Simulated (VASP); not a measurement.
Set up this calculation in VASP 6.6.1, as the native input.

```
Task                   : single point
Functional             : PBEsol
Potentials or basis    : VASP PAW PBE potentials, release 64 (Ca_sv)
Cutoff                 : 700 eV
k mesh                 : 14 × 14 × 14
Occupations            : gaussian, width 0.1 eV
Spin                   : no spin polarisation
Further INCAR settings : ALGO = Normal; EDIFF = 1e-07
```

The structure of Ca lies in POSCAR:

```
Ca
1.0
    0.0000000000      2.7290300000      2.7290300000
    2.7290300000      0.0000000000      2.7290300000
    2.7290300000      2.7290300000      0.0000000000
Ca
1
Direct
    1.0000000000      0.0000000000      0.0000000000
```

These files were run (other wordings do the same):

INCAR

```
SYSTEM = Ca
PREC     = Accurate       ! precision mode
ENCUT    = 700            ! plane-wave cutoff, eV
EDIFF    = 1E-7           ! SCF threshold, eV
ISMEAR   = 0              ! smearing method
SIGMA    = 0.1            ! smearing width, eV
LREAL    = .FALSE.        ! projectors in reciprocal space
LASPH    = .TRUE.         ! aspherical terms in the spheres
NELM     = 100            ! most SCF steps
ALGO     = Normal         ! electronic algorithm
ISIF     = 2              ! what is computed and relaxed
LWAVE    = .FALSE.        ! write WAVECAR
LCHARG   = .TRUE.         ! write CHGCAR
GGA      = PS             ! functional
LELF     = .TRUE.         ! ELF
LVHAR    = .TRUE.
```

KPOINTS

```
Automatic mesh
0
G
  14 14 14
  0 0 0
```

Potentials or basis: VASP PAW PBE potentials, release 64 (Ca_sv).

Run with:

```bash
$ cat potpaw_PBE.64/Ca_sv/POTCAR > POTCAR
$ mpirun -np 1 vasp_std > vasp.out
```

Results of the run:

```json
{
  "Pressure": "0.0 GPa",
  "Band gap on the k mesh": "none (metal or under the smearing width)"
}
```

Caveat: the PAW data sets were made with another functional, which shifts forces and pressure a little.

It took 70 s on 1 thread of Intel(R) Xeon(R) Platinum 8375C CPU @ 2.90GHz (Ice Lake) (shared host), peak memory 0.23 GiB.
